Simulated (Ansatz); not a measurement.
Computed properties of Nb

```
CELL_PARAMETERS angstrom
0.00000 2.95626 2.95626
2.95626 0.00000 2.95626
2.95626 2.95626 0.00000
ATOMIC_POSITIONS crystal
Nb 0.00000 0.00000 0.00000
Nb 0.25000 0.25000 0.25000
```

Atom numbers follow the list: Nb1, Nb2.

The conventional cell has a = 5.913 Å, b = 5.913 Å, c = 5.913 Å, α = 90.00°, β = 90.00°, γ = 90.00°. Nb (atom 1) is surrounded by 4 Nb at 2.56 Å.

The cell was built from the diamond type and relaxed in the same program, and has space group Fd-3m; it needn't be a known or the stable phase.

These are results of DFT, PBE, all-electron LAPW, scalar-relativistic in Ansatz 0.2.0, not measurements.

Numerical set-up: a Γ-centred 11×11×11 k mesh, Fermi–Dirac smearing of 0.08 eV, basis error target 0.5 meV/atom, no spin polarisation.

```yaml
Volume_per_atom: 174.4 bohr³
Pressure_at_this_cell: -0.1 kbar
```

Problem. Give the computed value. Density of states at the Fermi level (0.2 eV bin).

Solution. 3.48 states/eV per cell.

Problem. Predict this quantity. Band gap.

Solution. none: bands cross the Fermi level, a metal.
